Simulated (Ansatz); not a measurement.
Input deck for Ansatz 0.2.0, then the block of the output on the nuclei.

The cell is a structure deposited in the COD, relaxed with PBE at fixed cell and then changed (volume scaled by 1.04, ions relaxed).

```yaml
crystal:
  lattice:
    - [3.2218469041, 0.0, 0.0]
    - [-1.6109234521, 2.7902012661, 0.0]
    - [0.0, 0.0, 5.2339814801]
  atoms:
    - { symbol: Ga, position: [0.3333333333, 0.6666666667, 0.0039408788] }
    - { symbol: Ga, position: [0.6666666667, 0.3333333333, 0.5039408788] }
    - { symbol: "N", position: [0.3333333333, 0.6666666667, 0.3810591212] }
    - { symbol: "N", position: [0.6666666667, 0.3333333333, 0.8810591212] }
kpoints:
  mp_grid: { grid: [11, 11, 6] }
scf:
  occupations: { method: fermi_dirac, width: 0.02 }
hamiltonian:
  xc: pbe
  pseudopotentials: { kind: paw }
output:
  forces: true
  stress: true
  populations: true
  efg:
    quadrupole_moments_barn: { Ga: 0.107, "N": 0.02044 }
    contact_densities: true
relax:
  f_tol: 0.02
  max_steps: 60
```

```sh
ansatz run input.yaml --threads 1 --pin off --max-ram 3072MiB --backend cpu --events-out ev --progress --plain --runs-dir out
```

The run relaxes the ions first, and the block belongs to the relaxed positions.

Of the output, the block on the nuclei alone is shown; the set-up, the SCF iterations, energies, forces and stress are cut. One atom of each set with nearly equal values is shown.

```
--- PAW observables at the nuclei: V_zz in 10²¹ V/m², potentials from the cell's mean, atoms counted from 1 ---
  atom   1  Ga V_zz =    +0.417883   η = 0.0000   by run symmetry: allowed   C_q = +1.0812 MHz
            electrostatic potential = -4134.063589 V   contact ρ = 187399.521853 e/Å³
  atom   3  N  V_zz =    +0.023255   η = 0.0000   by run symmetry: allowed   C_q = +0.0115 MHz
            electrostatic potential = -517.514801 V   contact ρ = 1414.184319 e/Å³
```

The relaxation (2 steps) took 7.8 s of wall time (7.7 s of CPU time) and 0.48 GiB at its peak, on 1 thread of Intel Xeon Platinum 8488C (Sapphire Rapids) (x86_64; 16 cores open to the job, memory cap 3.0 GiB, no GPU), a shared host with a load of 0.3 a core.
